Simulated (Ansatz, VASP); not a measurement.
# Two plane-wave programs on Ir

```
Ir
1.0
     0.00000    1.86309    1.86309
     1.86309    0.00000    1.86309
     1.86309    1.86309    0.00000
Ir
1
Direct
  0.00000 0.00000 0.00000
```

Alike in both runs: task single point; functional PBE; dispersion D3(BJ); k mesh 13 × 13 × 13; occupations fermi-dirac, width 0.1 eV; no spin polarisation.

|  | VASP | Ansatz |
| --- | --- | --- |
| version | VASP 6.6.1 | Ansatz 0.2.0 |
| potentials or method | VASP PAW PBE potentials, release 64 (Ir) | plane waves, PAW |
| plane-wave cutoff (eV) | 520 | 500 |
| valence electrons in the cell | 9 | 17 |

Ansatz gave:

```
dispersion energy (meV/atom) : -807.0
```

Q: Estimate VASP's values.

A: Dispersion energy (meV/atom): -806.8.

The two sets of potentials don't hold the same shells in valence.

 The runs have no spin-orbit coupling, so splittings on Ir are missing.
